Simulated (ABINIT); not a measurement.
Runs of ABINIT 10.8.3 (patched build) on MgO. It takes space group Fm-3m (No. 225, cubic). Conventional cell: a = 4.194 Å, b = 4.194 Å, c = 4.194 Å, α = 90.00°, β = 90.00°, γ = 90.00°. Mg (site symmetry m-3m) is surrounded by 6 O at 2.10 Å. Around O (site symmetry m-3m) lie 6 Mg at 2.10 Å. The cell is a database's computed one.

| task | level | potentials or basis | k mesh | cutoff (eV) | smearing | fine-grid cutoff | stop of the response cycle (tolvrs) | acoustic sum rule (asr) | gap on the mesh (eV) | pressure (GPa) | V0 of scaled cells (Å³/atom) | B0 (GPa) |
| --- | --- | --- | --- | --- | --- | --- | --- | --- | --- | --- | --- | --- |
| equation of state | BP86+D3 | JTH PAW PBE v2.0 | 11 × 11 × 11 | 626 | fermi-dirac 0.05 eV | 1224.51 eV | - | - | - | - | 9.17 | 163 |
| equation of state | SOGGA | JTH PAW PBE v2.0 | 11 × 11 × 11 | 626 | fermi-dirac 0.05 eV | 1224.51 eV | - | - | - | - | 9.35 | 158 |
| single point | LDA | JTH PAW LDA v2.0 | 14 × 14 × 14 | 626 | fermi-dirac 0.05 eV | 1224.51 eV | - | - | 4.78 | -3.4 | - | - |
| band structure | TB-mBJ | JTH PAW LDA v2.0 | 11 × 11 × 11 | 762 | fermi-dirac 0.05 eV | 1360.57 eV | - | - | 7.07 | - | - | - |
| band structure | revPBE | JTH PAW PBE v2.0 | 11 × 11 × 11 | 762 | fermi-dirac 0.05 eV | 1360.57 eV | - | - | 4.95 | 10.1 | - | - |
| equation of state | PBE+D3(BJ) | JTH PAW PBE v2.0 | 11 × 11 × 11 | 626 | fermi-dirac 0.05 eV | 1224.51 eV | - | - | - | - | 9.33 | 158 |
| equation of state | LDA | JTH PAW LDA v2.0 | 11 × 11 × 11 | 626 | fermi-dirac 0.05 eV | 1224.51 eV | - | - | - | - | (b) | 172 |
| dielectric tensor | PBE | PseudoDojo NC SR PBE v0.4.1 standard | 6 × 6 × 6, with 4 shifts | 1088 | fixed | - | 1e-09 | 2 | - | 6.4 | - | - |
| single point | PBE | JTH PAW PBE v2.0 | 11 × 11 × 11 | 626 | fermi-dirac 0.05 eV | 1224.51 eV | - | - | 4.86 | (a) | - | - |
| band structure | r2SCAN | JTH PAW LDA v2.0 | 11 × 11 × 11 | 762 | fermi-dirac 0.05 eV | 1360.57 eV | - | - | 5.78 | - | - | - |
| single point | r2SCAN | Ansatz NC r2SCAN | 11 × 11 × 11 | 1524 | fermi-dirac 0.05 eV | - | - | - | 5.76 | - | - | - |
| equation of state | PW91 | JTH PAW PBE v2.0 | 11 × 11 × 11 | 626 | fermi-dirac 0.05 eV | 1224.51 eV | - | - | - | - | 9.61 | 150 |

Alike in all rows: no spin polarisation; cell as given.

Fill in the values left out.

(a) 7.1; (b) 9.04.

Caveats: the PAW data sets were made with another functional, which shifts forces and pressure a little (some runs); pressures at fixed basis lie under the slope of the energies (some runs); an odd mesh through Γ misses points on the zone boundary, where band edges often lie (some runs); the constant c of TB-mBJ comes from the pseudo density here, which moves gaps by up to 0.3 eV between sets of potentials (some runs); the cell is more than 3 GPa from zero pressure, which shifts response properties (some runs).

Not every run made on this cell is shown here.
